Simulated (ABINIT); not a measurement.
A run of ABINIT 10.8.3 (patched build) is set up as follows.

run.abi

```
ndtset 7
scalecart1 3*0.9795861087
scalecart2 3*0.9864848297
scalecart3 3*0.9932883884
scalecart4 3*1.0000000000
scalecart5 3*1.0066227096
scalecart6 3*1.0131594038
scalecart7 3*1.0196128224

pp_dirpath "./"
pseudos "Si.GGA_PBE-ansatz.xml"

acell 3*1.0
rprim
     0.0000000000     5.1435532945     5.1435532945
     5.1435532945     0.0000000000     5.1435532945
     5.1435532945     5.1435532945     0.0000000000
ntypat 1
znucl 14
natom 2
typat 1 1
xred
     0.5000000000     0.5000000000     0.5000000000
     0.7500000000     0.7500000000     0.7500000000

ecut 18.0
pawecutdg 36.0
pawovlp 30

kptopt 1
ngkpt 8 8 8
nshiftk 1
shiftk 0.0 0.0 0.0

ixc -497498
usekden 1
pawxcdev 0

nband 8
occopt 3
tsmear 0.05 eV

nstep 100
tolvrs 1.0e-7

iomode 3
prtwf 0
prtden 0
prteig 0
prtebands 0
enunit 1
```

Potentials or basis: Ansatz PAW PBE default generated set, frozen core.

Run with:

```console
$ mpirun --bind-to none -np 4 abinit run.abi > log 2>&1
```

Task: What does it give for the bulk modulus?

Result: 97 GPa.

Task: What does it give for the equilibrium volume?

Result: 20.13 Å³/atom.

Task: Estimate the pressure derivative of the bulk modulus.

Result: 4.3.

Energy against volume, from the lowest point:
| volume (Å³/atom) | energy (meV/atom) |
| --- | --- |
| 18.955 | 22.92 |
| 19.358 | 9.49 |
| 19.761 | 2.05 |
| 20.165 | 0.00 |
| 20.568 | 2.82 |
| 20.971 | 10.02 |
| 21.375 | 21.11 |

Caveat: the atomic spheres overlap; pressures at fixed basis lie under the slope of the energies; the PAW data sets were made with another functional, which shifts forces and pressure a little.
